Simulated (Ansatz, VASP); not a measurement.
# One calculation of KF, two programs

```
CELL_PARAMETERS angstrom
-0.84528 2.32451 2.32451
2.32451 -0.84528 2.32451
2.32451 2.32451 -0.84528
ATOMIC_POSITIONS crystal
K 0.00000 0.00000 0.00000
F 0.50000 0.50000 0.50000
```

Alike in both runs: task single point; functional r2SCAN; k mesh 8 × 8 × 8; occupations gaussian, width 0.05 eV; no spin polarisation.

```csv
,VASP,Ansatz
version,VASP 6.6.1,Ansatz 0.2.0
potentials or method,"VASP PAW PBE potentials, release 64 (K_sv, F)","scalar-relativistic, plane waves, PAW"
plane-wave cutoff (eV),520,500
valence electrons in the cell,16,16
```

```csv
,VASP,Ansatz,Ansatz less VASP
gap on the k mesh at the Fermi level (eV),6.49,6.49,0.000
least direct gap on the mesh (eV),6.49,6.49,0.000
pressure (GPa),-4.0,-4.0,+0.08
largest component of the traceless stress (GPa),0.54,0.56,+0.023
```

Caveats: the PAW data sets were made with another functional, which shifts forces and pressure a little (VASP). r2SCAN opens gaps a little over a GGA but as a rule still falls short of measured ones. A k mesh can miss the band edges.
